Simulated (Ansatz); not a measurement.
Reactions of `OCCO`.

Isolated molecules relaxed with PBE0-D4/def2-TZVP in Ansatz; ΔE leaves out vibrations. CBS: MP2 limit from def2 TZ/QZ plus the TZ coupled-cluster correction, frozen cores. Small cases extrapolate CCSD(T) itself. DFT in def2-TZVPP. For As outer-core shells are correlated without core-valence functions, which leaves a few kJ/mol of doubt a bond. Scalar relativity is left out up to krypton. One conformer a species, not always the lowest.

```csv
reaction,CCSD(T)/CBS(def2) (kcal/mol)
`OCCO` + `BS` → `BSCO` + CH₃OH,5.1
`OCCO` + H₂O → `OCO` + CH₃OH,8.2
`OCCO` + `CNC` → `CN(C)CO` + CH₃OH,?
`OCCO` + `[AsH3]` → `OCC[AsH2]` + H₂O,-12.4
`OCCO` + `[AsH3]` → `OC[AsH2]` + CH₃OH,6.1
```

Problem. Fill in the missing values. (Best estimate.)

Solution. Ansatz gave: `OCCO` + `CNC` → `CN(C)CO` + CH₃OH: +2.3 kcal/mol.

Largest T1 diagnostic: 0.015, for `BS`.

Extrapolated directly: `OCCO` + H₂O → `OCO` + CH₃OH.
